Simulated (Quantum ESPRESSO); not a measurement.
## HfN: equation of state with PBEsol+rVV10

Crystal: HfN.

```
CELL_PARAMETERS angstrom
0.00000 2.25600 2.25600
2.25600 0.00000 2.25600
2.25600 2.25600 0.00000
ATOMIC_POSITIONS crystal
Hf 0.00000 0.00000 0.00000
N 0.50000 0.50000 0.50000
```

- Program: Quantum ESPRESSO 7.5
- Task: equation of state
- Functional: PBEsol
- Dispersion: rVV10
- Potentials or basis: PseudoDojo 0.4.1 SR PBEsol standard
- Cutoff: 1143 eV
- Density cutoff: 4572 eV
- k mesh: 10 × 10 × 10
- Occupations: fermi-dirac, width 0.05 eV
- Spin: no spin polarisation
- Mixing beta: 0.5
- Most SCF iterations: 120
- SCF threshold: 4e-10 Ry

```yaml
Equilibrium_volume: 11.21 Å³/atom
Bulk_modulus: 299 GPa
Pressure_derivative_of_the_bulk_modulus: 4.3
```

Energy against volume, from the lowest point:
```
volume (Å³/atom)  energy (meV/atom)
          10.793              15.37
          11.023               2.88
          11.252               0.00
          11.482               5.74
          11.712              19.22
          11.941              39.64
          12.171              66.28
```

All runs of the series together: 3.4 min on 1 thread of Arm Neoverse V1 (shared host).

Caveat: rVV10's parameter b was fitted to another functional. Spin-orbit coupling is left out, which matters for the levels of Hf.
